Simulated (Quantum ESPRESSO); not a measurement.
# PtS2 in Quantum ESPRESSO: the effect of Hubbard term

The system is PtS2.

```
CELL_PARAMETERS angstrom
3.54320 0.00000 0.00000
-1.77160 3.06850 0.00000
0.00000 0.00000 5.03880
ATOMIC_POSITIONS crystal
Pt 0.00000 0.00000 0.00000
S 0.66667 0.33333 0.77300
S 0.33333 0.66667 0.22700
```

Alike in all runs:

* Program: Quantum ESPRESSO 7.5
* Task: single point
* Functional: PBEsol
* Potentials or basis: GBRV 1.5 PBEsol
* Cutoff: 612 eV
* Density cutoff: 4898 eV
* k mesh: 9 × 9 × 5
* Occupations: fermi-dirac, width 0.05 eV
* Spin: no spin polarisation
* Hubbard projectors: ortho-atomic
* Mixing beta: 0.3
* Most SCF iterations: 120
* SCF threshold: 6e-10 Ry

| Hubbard term | gap on the mesh (eV) | pressure (GPa) | largest force (eV/Å) |
| --- | --- | --- | --- |
| none | 0.95 | 6.0 | 0.94 |
| Pt d U = 1 eV | 0.95 | 6.1 | 0.96 |
| Pt d U = 2 eV | 0.95 | 6.2 | 0.98 |
| Pt d U = 3 eV | 0.92 | 6.3 | 1.00 |
| Pt d U = 4 eV | ? | ? | ? |
| Pt d U = 5 eV | 0.86 | 6.6 | 1.04 |
| Pt d U = 6 eV | 0.83 | 6.7 | 1.05 |
| Pt d U = 8 eV | 0.76 | 7.0 | 1.09 |

**Question.** What does the run with Hubbard term Pt d U = 4 eV give?

**Answer.** gap on the mesh 0.89 eV; pressure 6.4 GPa; largest force 1.02 eV/Å.

Worked out: A parabola through the other rows of the gap on the mesh, of slope -0.0253 eV per eV there, gives 0.90 eV, against the run's 0.89. A straight line through the other rows of the pressure, of slope 0.126 GPa per eV, gives 6.5 GPa, against the run's 6.4. A straight line through the other rows of the largest force, of slope 0.0186 eV/Å per eV, gives 1.02 eV/Å, against the run's 1.02.

Caveats: spin-orbit coupling is left out, which moves the levels of the heavy elements; an odd mesh through Γ misses points on the zone boundary, where band edges often lie; forces of over 1 eV/Å show positions far from the minimum, so gaps and moduli don't describe the material at rest (some runs).

A gap of «none» marks a metal or a gap under the smearing width.
